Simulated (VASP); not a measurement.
A run of VASP 6.6.1:

INCAR

```
SYSTEM = Ho
PREC = Accurate ; ENCUT = 520
EDIFF = 1E-7 ; ISMEAR = -1
SIGMA = 0.05 ; LREAL = .FALSE.
LASPH = .TRUE. ; NELM = 100
ALGO = Normal ; ISIF = 2
LWAVE = .FALSE. ; LCHARG = .FALSE.
ISPIN = 2 ; MAGMOM = 4
LORBIT = 11 ; LMAXMIX = 6
GGA = PE ; NBANDS = 20
```

KPOINTS

```
regular mesh
0
G
  9 9 9
  0 0 0
```

Contents of POSCAR:

```
Ho
1.0
   -1.9905175072      1.9905175072      1.9905175072
    1.9905175072     -1.9905175072      1.9905175072
    1.9905175072      1.9905175072     -1.9905175072
Ho
1
Direct
    0.0000000000      0.0000000000      0.0000000000
```

Potentials or basis: VASP PAW PBE potentials, release 64 (Ho).

The run is started by

```bash
$ cat potpaw_PBE.64/Ho/POTCAR > POTCAR
$ mpirun -np 1 vasp_std > vasp.out
```

Hardware: 1 thread of Intel(R) Xeon(R) Platinum 8488C (Sapphire Rapids) (shared host).

How long does it take, and how much memory?

Run time: 96 s on 1 thread of Intel(R) Xeon(R) Platinum 8488C (Sapphire Rapids), with other jobs on the host, peak memory 0.2 GiB. Counts: scf iterations 28, k points 35.
